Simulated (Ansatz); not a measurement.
A run of Ansatz 0.2.0 is set up as follows.

The input input.yaml:

```yaml
crystal:
  lattice:
    - [3.1967, 0.0, 0.0]
    - [-1.59835, 2.7684234083, 0.0]
    - [0.0, 0.0, 5.0578]
  atoms:
    - { symbol: Hf, position: [0.6666666667, 0.3333333333, 0.75] }
    - { symbol: Hf, position: [0.3333333333, 0.6666666667, 0.25] }
kpoints:
  mp_grid: { grid: [10, 10, 5] }
scf:
  occupations: { method: gaussian, width: 0.024 }
hamiltonian:
  xc: pbe
  pseudopotentials: { kind: all_electron, lapw: { basis_error: 0.001 } }
output:
  forces: true
  stress: true
  eigenvalues: true
```

Potentials or basis: all-electron LAPW, scalar-relativistic.

Command:

```bash
$ ansatz run input.yaml --threads 1 --pin off --max-ram 3072MiB --backend cpu --events-out ev --progress --plain --runs-dir out
```

Question: What does it give for the band gap on the k mesh?

Answer: None (metal or under the smearing width).

Question: Predict the pressure.

Answer: 0.6 GPa.

Stress tensor (GPa, compression positive):
```
0.73 0.00 0.00
0.00 0.73 0.00
0.00 0.00 0.45
```

Spin-orbit coupling is left out, which matters for the levels of Hf.
